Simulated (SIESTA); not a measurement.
The system is SnO.

```xyz
4
Lattice="3.3550 0.0000 0.0000 0.0000 5.6741 0.0000 0.0000 0.0000 4.2220" Properties=species:S:1:pos:R:3 pbc="T T T"
Sn    1.6775    4.3582    0.0555
Sn    0.0000    1.3159    2.1665
O     1.6775    0.6171    1.0000
O     0.0000    5.0570    3.1110
```

The cell comes from a database or a generator and needn't be the stable form of this composition.

* Program: SIESTA 5.4.2
* Task: single point
* Functional: PBEsol
* Potentials or basis: PseudoDojo 0.4 standard (PBEsol files)
* Basis: DZP (energy shift 0.003 Ry; two zetas on semicore shells)
* Grid cutoff: 800 Ry
* Energy shift: 0.003 Ry
* k mesh: 8 × 5 × 6
* Occupations: fermi-dirac, width 0.05 eV
* Spin: no spin polarisation

On this cell: pressure -0.2 GPa; largest force 0.226 eV/Å; band gap on the k mesh 1.36 eV, indirect (least direct gap 1.95 eV).

The same run follows on a disturbed copy (atoms moved at random, drawn with an rms of 0.05 Å):

```
Sn O
1.0
     3.35500    0.00000    0.00000
     0.00000    5.67410    0.00000
     0.00000    0.00000    4.22197
Sn O
2 2
Direct
  0.51597 0.76695 0.00432
  0.99489 0.23071 0.51736
  0.50538 0.10886 0.24849
  0.99146 0.88834 0.74462
```

What does the disturbed cell give?

The energy moves by +18.7 meV/atom; pressure 1.1 GPa; largest force 1.190 eV/Å; band gap on the k mesh 1.38 eV, indirect (least direct gap 1.99 eV).

Forces on the atoms (eV/Å):
```
Sn  -0.721 -0.429  0.844
Sn   0.252  0.333  0.247
O   -0.291 -0.338 -0.445
O    0.761  0.435 -0.645
```

Stress tensor (GPa, compression positive):
```
 2.81  1.21 -0.90
 1.21  0.24 -1.20
-0.90 -1.20  0.23
```

Caveats: spin-orbit coupling is left out, which moves the levels of the heavy elements; an odd mesh through Γ misses points on the zone boundary, where band edges often lie; the basis of atomic orbitals isn't converged, which shifts pressures, moduli and gaps.
